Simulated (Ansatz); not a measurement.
# Ta under changes of volume

One of the cells (18.819 Å³/atom); the others are scaled copies at fixed shape and fractional positions:

```
Ta
1.0
     2.90037    0.00000    0.00000
    -1.45019    2.51180    0.00000
     0.00000    0.00000    5.16627
Ta
2
Cartesian
  0.0000 1.6745 1.2916
  1.4502 0.8373 3.8747
```

This isn't the form of Ta at room conditions, which is bcc.

* Program: Ansatz 0.2.0
* Functional: PBEsol
* Potentials or basis: all-electron LAPW, scalar-relativistic
* Cutoff: 252 eV (chosen from the basis error)
* Basis error allowed: 0.001 eV/atom
* k mesh: 11 × 11 × 5
* Occupations: fermi-dirac, width 0.05 eV
* Spin: no spin polarisation

```csv
volume (Å³/atom),energy over the lowest point (meV/atom),pressure (GPa)
17.689,5.64,4.8
18.066,0.00,0.3
18.442,?,?
18.819,17.57,-7.3
19.195,38.96,-10.6
19.571,67.68,-13.6
19.948,103.01,-16.3
```

Problem. What does the run at 18.442 Å³/atom give?

Solution. Energy over the lowest point 4.29 meV/atom; pressure -3.7 GPa.

Worked out: A Birch-Murnaghan fit of order 3 (a polynomial in V^(-2/3)) to the other rows has its minimum at 18.08 Å³/atom with B0 = V·E''(V) = 202 GPa and B' = 4.0 at fixed shape and positions, which overstates the stiffness. It gives 4.28 meV/atom at 18.442 Å³/atom, against the run's 4.29, and -dE/dV = -3.8 GPa, against -3.7.

Energies are extrapolated to zero smearing.

The runs don't all hold the same shells in valence.
